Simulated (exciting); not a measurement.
# InP (F-43m) in exciting: further runs, part 4 of 5

exciting (release sodium). Earlier steps stand in the parts before.

## 5. Real-space fields, BP86+D2

Contents of input.xml:

```xml
<input>
  <title>InP</title>
  <structure speciespath="./" tshift="false" cartesian="true">
    <crystal scale="7.83169184">
      <basevect>0.000000000000 0.707106781185 0.707106781185</basevect>
      <basevect>0.707106781185 0.000000000000 0.707106781185</basevect>
      <basevect>0.707106781185 0.707106781185 0.000000000000</basevect>
    </crystal>
    <species speciesfile="In.xml" rmt="2.3">
      <atom coord="0.000000000000 0.000000000000 0.000000000000"/>
    </species>
    <species speciesfile="P.xml" rmt="2">
      <atom coord="8.306763612324 8.306763612324 8.306763612324"/>
    </species>
  </structure>
  <groundstate do="fromscratch" ngridk="8 8 8" rgkmax="6.8" gmaxvr="14" lmaxapw="10" lmaxmat="10" lmaxvr="8" stype="Gaussian" swidth="0.00183747" nempty="10" ValenceRelativity="iora*" epsengy="1e-05" epspot="1e-05" maxscl="60" outputlevel="low">
    <libxc exchange="XC_GGA_X_B88" correlation="XC_GGA_C_P86"/>
  </groundstate>
  <properties>
    <chargedensityplot>
      <plot3d>
        <box grid="21 21 21">
          <origin coord="0 0 0"/>
          <point coord="1 0 0"/>
          <point coord="0 1 0"/>
          <point coord="0 0 1"/>
        </box>
      </plot3d>
    </chargedensityplot>
    <elfplot>
      <plot3d>
        <box grid="21 21 21">
          <origin coord="0 0 0"/>
          <point coord="1 0 0"/>
          <point coord="0 1 0"/>
          <point coord="0 0 1"/>
        </box>
      </plot3d>
    </elfplot>
    <exccplot>
      <plot3d>
        <box grid="21 21 21">
          <origin coord="0 0 0"/>
          <point coord="1 0 0"/>
          <point coord="0 1 0"/>
          <point coord="0 0 1"/>
        </box>
      </plot3d>
    </exccplot>
    <DFTD2/>
  </properties>
</input>
```

Potentials or basis: all-electron LAPW+lo, shipped species files, valence relativity iora*.

On the command line:

```console
$ OMP_NUM_THREADS=1 exciting_smp
```

INFO.OUT:

```text
================================================================================
EXCITING SODIUM started
[... 10 lines left out ...]

 Lattice vectors (cartesian) :
      0.0000000000      5.5378424082      5.5378424082
      5.5378424082      0.0000000000      5.5378424082
      5.5378424082      5.5378424082      0.0000000000

 Reciprocal lattice vectors (cartesian) :
     -0.5672954234      0.5672954234      0.5672954234
      0.5672954234     -0.5672954234      0.5672954234
      0.5672954234      0.5672954234     -0.5672954234

 Unit cell volume                           :     339.6657630547
 Brillouin zone volume                      :       0.7302773503

 Species :    1 (In)
     parameters loaded from                 :    In.xml
     name                                   :    indium

     atomic positions (cartesian) :
       1 :   0.00000000  0.00000000  0.00000000

 Species :    2 (P)
     parameters loaded from                 :    P.xml
     name                                   :    phosphorus

     atomic positions (cartesian) :
       1 :   8.30676361  8.30676361  8.30676361

 Total number of atoms per unit cell        :       2

 Spin treatment                             :    spin-unpolarised

 Number of Bravais lattice symmetries       :      48
 Number of crystal symmetries               :      24

 k-point grid                               :       8    8    8
 Total number of k-points                   :      43
 k-point set is reduced with crystal symmetries

 R^MT_min * |G+k|_max (rgkmax)              :       6.80000000

 G-vector grid sizes                        :      36    36    36
 Total number of G-vectors                  :   15665

 Total nuclear charge                       :     -64.00000000
 Total electronic charge                    :      64.00000000

 Number of empty states                     :      10
 Total number of valence states             :      23

 Exchange-correlation type                  :     100
     libxc; exchange: Becke 88; correlation: Perdew 86 (see libxc for references)

 Smearing scheme                            :    Gaussian
 Smearing width                             :       0.00183747

[... 5 lines left out ...]
* Groundstate module started                                                   *
********************************************************************************
 Output level for this task is set to low

++++++++++++++++++++++++++++++++++++++++++++++++++++++++++++++++++++++++++++++++
[... 5 lines left out ...]
+ SCF iteration number :    1                                                  +
++++++++++++++++++++++++++++++++++++++++++++++++++++++++++++++++++++++++++++++++
 Total energy                               :     -6224.11190002
 _______________________________________________________________
 Fermi energy                               :         0.16078707
 DOS at Fermi energy (states/Ha/cell)       :         0.00000000
 Electron charge: Core leakage              :         0.00169750

 Estimated fundamental gap                  :         0.04059547
        valence-band maximum at    1      0.0000  0.0000  0.0000
     conduction-band minimum at    1      0.0000  0.0000  0.0000

++++++++++++++++++++++++++++++++++++++++++++++++++++++++++++++++++++++++++++++++
+ SCF iteration number :    2                                                  +
++++++++++++++++++++++++++++++++++++++++++++++++++++++++++++++++++++++++++++++++
 Total energy                               :     -6226.39315883
 _______________________________________________________________
 Fermi energy                               :         0.16965105
 DOS at Fermi energy (states/Ha/cell)       :         0.00000000
 Electron charge: Core leakage              :         0.00171027

 Estimated fundamental gap                  :         0.03051643
        valence-band maximum at    1      0.0000  0.0000  0.0000
     conduction-band minimum at    1      0.0000  0.0000  0.0000

 RMS change in effective potential (target) :  0.122535      ( 0.100000E-04)
 Absolute change in total energy   (target) :   2.28126      ( 0.100000E-04)
 Charge distance                   (target) :  0.567634E-02  ( 0.100000E-04)

++++++++++++++++++++++++++++++++++++++++++++++++++++++++++++++++++++++++++++++++
+ SCF iteration number :    3                                                  +
++++++++++++++++++++++++++++++++++++++++++++++++++++++++++++++++++++++++++++++++
 Total energy                               :     -6226.84136256
 _______________________________________________________________
 Fermi energy                               :         0.17357119
 DOS at Fermi energy (states/Ha/cell)       :         0.00000000
 Electron charge: Core leakage              :         0.00171482

 Estimated fundamental gap                  :         0.02601223
        valence-band maximum at    1      0.0000  0.0000  0.0000
     conduction-band minimum at    1      0.0000  0.0000  0.0000

 RMS change in effective potential (target) :  0.887087E-01  ( 0.100000E-04)
 Absolute change in total energy   (target) :  0.448204      ( 0.100000E-04)
 Charge distance                   (target) :  0.264463E-02  ( 0.100000E-04)
[... 154 lines left out ...]
++++++++++++++++++++++++++++++++++++++++++++++++++++++++++++++++++++++++++++++++
+ SCF iteration number :   13                                                  +
++++++++++++++++++++++++++++++++++++++++++++++++++++++++++++++++++++++++++++++++
 Total energy                               :     -6226.64615518
 _______________________________________________________________
 Fermi energy                               :         0.17351749
 DOS at Fermi energy (states/Ha/cell)       :         0.00000000
 Electron charge: Core leakage              :         0.00170374

 Estimated fundamental gap                  :         0.02282347
        valence-band maximum at    1      0.0000  0.0000  0.0000
     conduction-band minimum at    1      0.0000  0.0000  0.0000

 RMS change in effective potential (target) :  0.552209E-08  ( 0.100000E-04)
 Absolute change in total energy   (target) :  0.557349E-06  ( 0.100000E-04)
 Charge distance                   (target) :  0.414296E-09  ( 0.100000E-04)

++++++++++++++++++++++++++++++++++++++++++++++++++++++++++++++++++++++++++++++++
+ SCF iteration number :   14                                                  +
++++++++++++++++++++++++++++++++++++++++++++++++++++++++++++++++++++++++++++++++
 Total energy                               :     -6226.64615550
 _______________________________________________________________
 Fermi energy                               :         0.17351749
 DOS at Fermi energy (states/Ha/cell)       :         0.00000000
 Electron charge: Core leakage              :         0.00170374

 Estimated fundamental gap                  :         0.02282347
        valence-band maximum at    1      0.0000  0.0000  0.0000
     conduction-band minimum at    1      0.0000  0.0000  0.0000

 RMS change in effective potential (target) :  0.677399E-08  ( 0.100000E-04)
 Absolute change in total energy   (target) :  0.327178E-06  ( 0.100000E-04)
 Charge distance                   (target) :  0.261516E-09  ( 0.100000E-04)

++++++++++++++++++++++++++++++++++++++++++++++++++++++++++++++++++++++++++++++++
| Convergency criteria checked for the last 2 iterations                       +
| Convergence targets achieved. Performing final SCF iteration                 +
++++++++++++++++++++++++++++++++++++++++++++++++++++++++++++++++++++++++++++++++
 Total energy                               :     -6226.64615539
 _______________________________________________________________
 Fermi energy                               :         0.17351749
 DOS at Fermi energy (states/Ha/cell)       :         0.00000000
 Electron charge: Core leakage              :         0.00170374

 Estimated fundamental gap                  :         0.02282347
        valence-band maximum at    1      0.0000  0.0000  0.0000
     conduction-band minimum at    1      0.0000  0.0000  0.0000

++++++++++++++++++++++++++++++++++++++++++++++++++++++++++++++++++++++++++++++++
[... 9 lines left out ...]
| EXCITING SODIUM stopped                                                      =
================================================================================
```

Run time: 81 s. Hardware: 1 thread of Arm Neoverse V2, shared host; peak memory 0.14 GiB.

Results:

| Property | Result |
| --- | --- |
| Band gap on the k mesh | 0.62 eV, direct |
| Dispersion energy per atom | -0.343 eV |

Caveat: the dispersion energy is computed afterwards and isn't part of the total energy; spin-orbit coupling is left out, which moves the levels of the heavy elements.

## 6. Band structure, LDA-HL+D2, spin-orbit coupling, no magnetisation (volume scaled by 1.25)

Contents of run_exciting.py:

```python
import subprocess
import xml.etree.ElementTree as ET
from ase.io import read
from ase.units import Bohr

atoms = read("InP.cif")
rmt = {'In': 2.3, 'P': 2.0}  # bohr
tasks = """
<groundstate do="fromscratch" ngridk="6 6 6" rgkmax="6.8" gmaxvr="14" lmaxapw="10" lmaxmat="10" lmaxvr="8" stype="Gaussian" swidth="0.00099958" nempty="20" ValenceRelativity="zora" epsengy="1e-05" epspot="1e-05" maxscl="100" outputlevel="normal" mixer="lin">
  <libxc exchange="XC_LDA_X" correlation="XC_LDA_C_HL"/>
  <spin spinorb="true"/>
</groundstate>
<properties>
  <bandstructure>
    <plot1d>
      <path steps="120">
        <point coord="0 0 0" label="G"/>
        <point coord="0.5 0 0.5" label="X"/>
        <point coord="0.5 0.25 0.75" label="W"/>
        <point coord="0.375 0.375 0.75" label="K"/>
        <point coord="0 0 0" label="G"/>
        <point coord="0.5 0.5 0.5" label="L"/>
        <point coord="0.625 0.25 0.625" label="U"/>
        <point coord="0.5 0.25 0.75" label="W"/>
        <point coord="0.5 0.5 0.5" label="L"/>
        <point coord="0.375 0.375 0.75" label="K" breakafter="true"/>
        <point coord="0.625 0.25 0.625" label="U"/>
        <point coord="0.5 0 0.5" label="X"/>
      </path>
    </plot1d>
  </bandstructure>
  <dos nwdos="300" winddos="-0.6 0.5" inttype="tetra" ngrdos="100" nsmdos="1" lmirep="true"/>
  <chargedensityplot>
    <plot3d>
      <box grid="23 23 23">
        <origin coord="0 0 0"/>
        <point coord="1 0 0"/>
        <point coord="0 1 0"/>
        <point coord="0 0 1"/>
      </box>
    </plot3d>
  </chargedensityplot>
  <elfplot>
    <plot3d>
      <box grid="23 23 23">
        <origin coord="0 0 0"/>
        <point coord="1 0 0"/>
        <point coord="0 1 0"/>
        <point coord="0 0 1"/>
      </box>
    </plot3d>
  </elfplot>
  <exccplot>
    <plot3d>
      <box grid="23 23 23">
        <origin coord="0 0 0"/>
        <point coord="1 0 0"/>
        <point coord="0 1 0"/>
        <point coord="0 0 1"/>
      </box>
    </plot3d>
  </exccplot>
  <DFTD2/>
</properties>
"""

root = ET.Element("input")
ET.SubElement(root, "title").text = "InP"
structure = ET.SubElement(root, "structure", speciespath="./", tshift="false")
crystal = ET.SubElement(structure, "crystal", scale="1.0")
for vector in atoms.cell / Bohr:
    ET.SubElement(crystal, "basevect").text = " ".join(f"{x:.12f}" for x in vector)
symbols = atoms.get_chemical_symbols()
for element in dict.fromkeys(symbols):
    species = ET.SubElement(structure, "species", speciesfile=element + ".xml", rmt=str(rmt[element]))
    for symbol, position in zip(symbols, atoms.get_scaled_positions(wrap=False)):
        if symbol == element:
            ET.SubElement(species, "atom", coord=" ".join(f"{x:.12f}" for x in position))
root.extend(ET.fromstring("<tasks>" + tasks + "</tasks>"))
ET.indent(root)
ET.ElementTree(root).write("input.xml")
subprocess.run(["exciting_smp"], check=True)
```

Contents of InP.cif:

```cif
data_InP
_cell_length_a 4.46436877
_cell_length_b 4.46436877
_cell_length_c 4.46436877
_cell_angle_alpha 60.00000000
_cell_angle_beta 60.00000000
_cell_angle_gamma 60.00000000
_space_group_name_H-M_alt 'P1'
_space_group_name_Hall 'P 1'
_space_group_IT_number 1
loop_
_space_group_symop_operation_xyz
'x,y,z'
loop_
_atom_site_label
_atom_site_type_symbol
_atom_site_symmetry_multiplicity
_atom_site_Wyckoff_symbol
_atom_site_fract_x
_atom_site_fract_y
_atom_site_fract_z
_atom_site_occupancy
In1 In 1 a 0.0000000000 0.0000000000 0.0000000000 1
P1 P 1 a 0.7500000000 0.7500000000 0.7500000000 1
```

Potentials or basis: all-electron LAPW+lo, shipped species files, valence relativity zora.

On the command line:

```console
$ OMP_NUM_THREADS=1 python run_exciting.py
```

Run time: 4.3 min. Hardware: 1 thread of Arm Neoverse V2, shared host; peak memory 0.18 GiB.

The run converged. Its results:

| Property | Result |
| --- | --- |
| Band gap on the k mesh | none (metal or under the smearing width) |
| All electrons inside the program's atomic spheres | In 46.61; P 12.63 (radii In 2.3, P 2.0 bohr) |
| Dispersion energy per atom | -0.230 eV |

Levels at the corners of the path, in eV from the Fermi level:
```tsv
point	band 21	band 22	band 23	band 24	band 25	band 26	band 27	band 28
Γ	-0.09	-0.09	0.00	0.00	0.00	0.00	3.58	3.58
X	-1.78	-1.78	-1.71	-1.71	1.85	1.85	1.96	1.96
W	-2.27	-2.22	-2.16	-2.09	3.29	3.32	4.04	4.06
K	-2.51	-2.44	-1.46	-1.45	2.12	2.12	3.73	3.74
Γ	-0.09	-0.09	0.00	0.00	0.00	0.00	3.58	3.58
L	-0.79	-0.79	-0.69	-0.69	0.75	0.75	4.45	4.45
U	-2.51	-2.44	-1.46	-1.45	2.12	2.12	3.73	3.74
W	-2.27	-2.22	-2.16	-2.09	3.29	3.32	4.04	4.06
L	-0.79	-0.79	-0.69	-0.69	0.75	0.75	4.45	4.45
K	-2.51	-2.44	-1.46	-1.45	2.12	2.12	3.73	3.74
U	-2.51	-2.44	-1.46	-1.45	2.12	2.12	3.73	3.74
X	-1.78	-1.78	-1.71	-1.71	1.85	1.85	1.96	1.96
```

States per cell in windows of 1 eV (zero at the Fermi level; states under -8 eV left out):
```tsv
from (eV)	total	P2 p	In1 p	In1 s	P2 d	P2 s	In1 d
-8.0	0.00	0.00	0.00	0.00	0.00	0.00	0.00
-7.0	0.00	0.00	0.00	0.00	0.00	0.00	0.00
-6.0	0.20	0.02	0.00	0.06	0.00	0.00	0.00
-5.0	1.36	0.17	0.02	0.36	0.00	0.06	0.01
-4.0	0.29	0.04	0.01	0.06	0.00	0.03	0.00
-3.0	0.98	0.23	0.07	0.03	0.00	0.02	0.01
-2.0	2.16	0.64	0.17	0.02	0.00	0.01	0.02
-1.0	0.99	0.36	0.06	0.00	0.00	0.00	0.02
0.0	0.08	0.02	0.00	0.01	0.00	0.01	0.00
1.0	0.79	0.15	0.03	0.12	0.01	0.06	0.01
2.0	1.42	0.27	0.06	0.18	0.03	0.05	0.02
3.0	1.14	0.12	0.13	0.03	0.03	0.03	0.02
4.0	1.70	0.16	0.25	0.01	0.07	0.01	0.02
5.0	1.68	0.25	0.21	0.02	0.06	0.03	0.02
6.0	1.18	0.15	0.16	0.01	0.05	0.02	0.02
7.0	1.57	0.19	0.10	0.01	0.08	0.01	0.05
```

Caveat: total energies with spin-orbit coupling aren't reliable in this program, so none is listed and the log's shouldn't be used; the dispersion energy is computed afterwards and isn't part of the total energy; the tetrahedron DOS on this energy grid can lose part of the weight of narrow d or f bands.

[end of part 4 of 5]
